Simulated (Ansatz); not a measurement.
TiB2:

```
Ti B
1.0
     3.02920    0.00000    0.00000
    -1.51460    2.62336    0.00000
     0.00000    0.00000    3.22840
Ti B
1 2
Cartesian
  0.0000 0.0000 0.0000
  1.5146 0.8745 1.6142
  0.0000 1.7489 1.6142
```

Below is the output of Ansatz 0.2.0 for this cell. Logs are shortened: lines on timing, memory, paths and dates and some standing lists are left out, and cuts for length are marked.

```text
Warning: RAYON_NUM_THREADS=2 ignored (pool sized by the plan → 2); use --threads N
Ti: projections on atomic orbitals take those of the free atom 1s2 2s2 2p6 3s2 3p6 3d2 4s2, of charge +0.00 (hamiltonian.pseudopotentials.projection_atoms)
B: projections on atomic orbitals take those of the free atom 1s2 2s2 2p1, of charge +0.00 (hamiltonian.pseudopotentials.projection_atoms)
LAPW: plane waves up to 9.024 Å⁻¹, error target 1.0e-3 eV per atom; small_component_spin mean_spin; B in spheres of 0.874 Å, 5 of its electrons in bands, Dirac shells []; Ti in spheres of 1.242 Å, 18 of its electrons in bands, Dirac shells [] (how accurate: hamiltonian.pseudopotentials.lapw.basis_error, Limitations)
Engine: ansatz 0.2.0, aarch64-unknown-linux-gnu
Pseudopotentials: kind: all_electron
Pseudopotential: Ti, LAPW, valence charge 18, lapw/all_electron/scalar/gaussian/Ti, Koelling and Harmon's equation, gaussian nucleus
Pseudopotential: B, LAPW, valence charge 5, lapw/all_electron/scalar/gaussian/B, Koelling and Harmon's equation, gaussian nucleus
Functional definition: PBE
  parameter kappa = 0.804
  parameter beta = 0.06672455060314922
  exchange = pbe_x(kappa = kappa, mu = beta*pi^2/3)
  correlation = pbe_c(beta = beta)
Crystal: 3 atoms, lattice volume = 25.655 Å³
Basis set: ecut = 310.27551859165976 eV, 327 PW (Γ), exchange–correlation at level 2
Bands: 18, of which v1, the nominal top of the filled ones, is band 14 counted from 1 (13 counted from 0)
Symmetry: 24 space group operations
Space group: P6/mmm (ITA 191), of the structure as read, at distance tolerance 2.9e-5 Å
k-points: 70 of 800
Non-local potential: Ti, projectors of the file, none
Non-local potential: B, projectors of the file, none
Initial density: superposition of atomic densities (chi_scale 0.1, normalization cell, long waves kept (reshape's long-wave potential 0.00 eV rms))
Initial wavefunctions: plane waves of lowest kinetic energy (no species holds an atomic orbital)
Functional: x = pbe(κ = 0.804, μ = 0.2195149727645171), c = pbe(β = 0.06672455060314922)
iter 1 solved again at ethr=1.57e-2 eV; its pass at ethr=1.00e-1 eV (dr2=4.39e0 eV) is discarded
SCF iter   1: F=—  HF=-24590.690188 eV  |F-HF|=—  |Δ(HF+E_count)|=         —  Δρ=9.90e-2  dr2=4.40e0  ethr=1.57e-2  ⟨swp⟩=2.0  Hψ=8213  notcnv=0
preconditioner: auto → none  [metal: Δε(μ)=0.105 eV  Ē_g=9.744 eV  σ=0.050 eV  W_gap=0.41  n_scr=8 (ndim 8)  ℏωp=23.2 eV  f_vac=0.000  D(μ)=0.63/eV (n_scr^D=2)  sad-step TF]
iter 2 solved again at ethr=5.50e-4 eV; its pass at ethr=1.57e-2 eV (dr2=1.54e-1 eV) is discarded
SCF iter   2: F=—  HF=-24589.063822 eV  |F-HF|=—  |Δ(HF+E_count)|=    1.63e0  Δρ=2.23e-2  dr2=1.53e-1  ethr=5.50e-4  ⟨swp⟩=2.1  Hψ=6452  notcnv=0
SCF iter   3: F=—  HF=-24588.916722 eV  |F-HF|=—  |Δ(HF+E_count)|=         —  Δρ=8.86e-3  dr2=1.46e-2  ethr=5.45e-4  ⟨swp⟩=3.0  Hψ=3969  notcnv=0
the basis was enlarged: its passes take 84.6 KiB over the memory plan, 2 of 2 planned eigensolver slots
SCF iter   4: F=—  HF=-24588.907020 eV  |F-HF|=—  |Δ(HF+E_count)|=   9.70e-3  Δρ=2.54e-3  dr2=9.37e-4  ethr=5.21e-5  ⟨swp⟩=3.0  Hψ=3849  notcnv=0
SCF iter   5: F=—  HF=-24588.906816 eV  |F-HF|=—  |Δ(HF+E_count)|=   2.04e-4  Δρ=3.99e-4  dr2=2.81e-5  ethr=3.35e-6  ⟨swp⟩=2.6  Hψ=3565  notcnv=0
SCF iter   6: F=—  HF=-24588.906814 eV  |F-HF|=—  |Δ(HF+E_count)|=   2.33e-6  Δρ=3.30e-5  dr2=1.38e-7  ethr=1.00e-7  ⟨swp⟩=2.1  Hψ=3515  notcnv=0
SCF iter   7: F=-24588.906814 eV  HF=-24588.906814 eV  |F-HF|=2.42e-8  |Δ(HF+E_count)|=   1.39e-7  Δρ=7.17e-6  dr2=1.53e-8  ethr=4.94e-10  ⟨swp⟩=3.0  Hψ=3757  notcnv=0
SCF 1 converged in 7 iterations: F = -24588.906814 eV  dr2 = 1.53e-8
SCF converged after 7 iterations
Free energy (F): -24588.906814 eV
Harris-Foulkes:  -24588.906814 eV  (|F-HF|=2.42e-8)
Internal energy: -24588.900444 eV  (E = F + TS)
E sigma→0 (E₀):  -24588.903629 eV
Entropy (-TS):   -0.006369 eV (-2.123 meV/atom)
Fermi energy:    15.568887 eV
--- Per-component energies (eV) ---
  E_band       = -3252.018490
  E_kinetic    = 24806.539432
  E_xc         = -1373.103912
  E_electrostatic = -48022.335964  (all electrons and nuclei)
  E_smearing   = -0.006369  (= −TS)
  E_closure    = 0.000000  (closes the sum)
  E_atoms      = -24565.595174  (free atoms, spherical and without spin; not in F)
  Σ components = -24588.906814   (vs F -24588.906814, Δ=0.00e0)
  Basis errors (estimates in eV, not in F): energy 3.9e-4 per atom: plane waves 3.5e-4 (1.9e-4 summed), levels above the bands 5.3e-46, relativity 8.4e-9, radial functions 3.6e-5, core shells 1.5e-7; eigenvalues (radial functions only) 3.5e-6; not estimated: angular momenta, meshes, grids; target (lapw.basis_error) 1.0e-3; muffin-tin radii B 0.874 Å, Ti 1.242 Å
--- Forces (eV/Å), atoms counted from 1 ---
  atom   1  Ti    -0.00000000     0.00000000     0.00000000
  atom   2  B      0.00000000     0.00000000     0.00000000
  atom   3  B      0.00000000    -0.00000000     0.00000000
  max |Σ_I F_I| component: 3.70e-17 eV/Å
--- Stress (GPa, compression-positive) ---
        0.451401       0.000000      -0.000000
       -0.000000       0.451401      -0.000000
       -0.000000      -0.000000       0.057572
  P = ⅓ Tr σ = 0.3201 GPa (3.201 kbar)
--- Band table (eV; the first three rows and the last of 70) ---
  k-point 0: bands = ["-422.8669", "-422.8351", "-422.8351", "-157.3712", "-157.3543", "-41.3005", "-17.6529", "-17.3512", "-17.3512", "2.1170", "13.0207", "13.0207", "13.2966", "13.5130", "17.5257", "17.5257", "19.2779", "19.2779"]
  k-point 1: bands = ["-422.8669", "-422.8351", "-422.8351", "-157.3711", "-157.3543", "-41.2984", "-17.6826", "-17.3489", "-17.3489", "2.3227", "11.7705", "13.1847", "13.1847", "14.8297", "17.0497", "17.0497", "18.9240", "18.9240"]
  k-point 2: bands = ["-422.8669", "-422.8351", "-422.8351", "-157.3712", "-157.3543", "-41.2932", "-17.7537", "-17.3432", "-17.3432", "2.8892", "10.0956", "13.6658", "13.6658", "16.0144", "16.2467", "16.2467", "18.0138", "18.0138"]
  k-point 69: bands = ["-422.8669", "-422.8351", "-422.8351", "-157.3638", "-157.3616", "-41.2262", "-17.7480", "-17.6380", "-17.5629", "6.5649", "7.5752", "9.9762", "12.2624", "12.5695", "18.1346", "19.5649", "19.7129", "20.0011"]
--- Löwdin populations: 3 sites ---
  site symbol       q [e]
     0     Ti     21.1200
     1      B      5.4230
     2      B      5.4230
  spilling = 0.001066 (of n_electrons = 32.000000)
```

**Question.** Write the input and the command behind it.

**Answer.** Single point with PBE, no spin polarisation. The files as run (others can give the same):

input.yaml
```yaml
crystal:
  lattice:
    - [3.0292, 0.0, 0.0]
    - [-1.5146, 2.6233641531, 0.0]
    - [0.0, 0.0, 3.2284]
  atoms:
    - { symbol: Ti, position: [0.0, 0.0, 0.0] }
    - { symbol: B, position: [0.6666666667, 0.3333333333, 0.5] }
    - { symbol: B, position: [0.3333333333, 0.6666666667, 0.5] }
kpoints:
  mp_grid: { grid: [10, 10, 8] }
scf:
  occupations: { method: fermi_dirac, width: 0.05 }
hamiltonian:
  xc: pbe
  pseudopotentials: { kind: all_electron, lapw: { basis_error: 0.001 } }
output:
  forces: true
  stress: true
  eigenvalues: true
  populations: true
```

Potentials or basis: all-electron LAPW, scalar-relativistic.
The run is started by
```sh
$ ansatz run input.yaml --threads 2 --pin off --max-ram 6144MiB --backend cpu --events-out ev --progress --plain --runs-dir out
```
